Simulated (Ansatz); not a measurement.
A crystal relaxed with r2SCAN+rVV10 in Ansatz has space group P6_3/mmc (No. 194) and a = 3.754 Å, c = 16.114 Å.

```tsv
atom	site	x	y	z
Ga	4f	0.3333	0.6667	0.1745
Xx	4f	0.3333	0.6667	0.6027
```

The r2SCAN gap is direct at Γ: 1.50 eV. A second conduction valley, at M, lies only 23 meV higher, so their order isn't settled. HSE06 gives a direct gap of 1.88 eV at Γ. With PBE the gap is 0.99 eV and direct, at Γ. Meshes: r2SCAN 12×12×2, HSE06 6×6×2, PBE 12×12×2.

Task: Which element is Xx?
A. O
B. Te
C. Se
D. S

Result: C. Xx is Se: GaSe (started from an entry of an open crystallographic database). Ga has 1 Ga at 2.43 Å and 3 Se at 2.46 Å; Se has 3 Ga at 2.46 Å.

No spin polarisation and no zero-point or thermal motion.

Spin-orbit coupling is left out.

The meshes of the hybrids are coarse, so their gaps aren't converged to the digits shown.
